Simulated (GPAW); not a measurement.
Runs of GPAW 26.7.0 on As. It takes space group R-3m (No. 166, trigonal). Conventional cell: a = 3.762 Å, b = 3.762 Å, c = 10.542 Å, α = 90.00°, β = 90.00°, γ = 120.00°. As (site symmetry 3m) has 3 As at 2.51 Å as nearest neighbours. 

```tsv
task	level	potentials or basis	cell	k mesh	smearing	band path	band points	optimizer	fmax	max steps	gap on the mesh (eV)	pressure (GPa)	relaxed volume (Å³/atom)	largest force (eV/Å)
band structure	LDA	PAW data sets generated in the run's folder for this functional, pw	as given	6 × 6 × 6	fermi-dirac 0.05 eV	GLB1,BZGX,QFP1Z,LP	60	-	-	-	-	(c)	-	0.21
relaxation of cell and atoms	r2SCAN	GPAW PAW data sets (gpaw-data 1.2.1), pw	relaxed	6 × 6 × 6	fermi-dirac 0.05 eV	-	-	FIRE	0.05 eV/Å	100	none	0.0	22.05	0.03
single point	RPBE	the program's PAW data sets (release 1.2.1) made for this functional, pw	as given	9 × 9 × 9	gaussian 0.05 eV	-	-	-	-	-	none	(b)	-	0.52
single point	PBEsol	PAW data sets generated in the run's folder for this functional, pw	as given	9 × 9 × 9	gaussian 0.02 eV	-	-	-	-	-	none	0.5	-	0.43
relaxation of cell and atoms	PBEsol+D3	PAW data sets generated in the run's folder for this functional, pw	relaxed	6 × 6 × 6	fermi-dirac 0.05 eV	-	-	FIRE	0.02 eV/Å	60	none	-0.1	(a)	0.01
```

Alike in all rows: no spin polarisation; cutoff (eV) 600.

Fill in the values left out.

(a) 20.66; (b) 5.7; (c) -1.3.

Caveats: later steps reuse the first step's grids (some runs); the PAW data sets were made with another functional, which shifts forces and pressure a little (some runs); pairwise dispersion overbinds metals, which lowers pressure and volume (some runs).

A k mesh can miss the band edges, and the runs leave out spin-orbit coupling on As.

A gap of «none» marks a metal or a gap under the smearing width.

Runs at the PBE level aren't shown here.
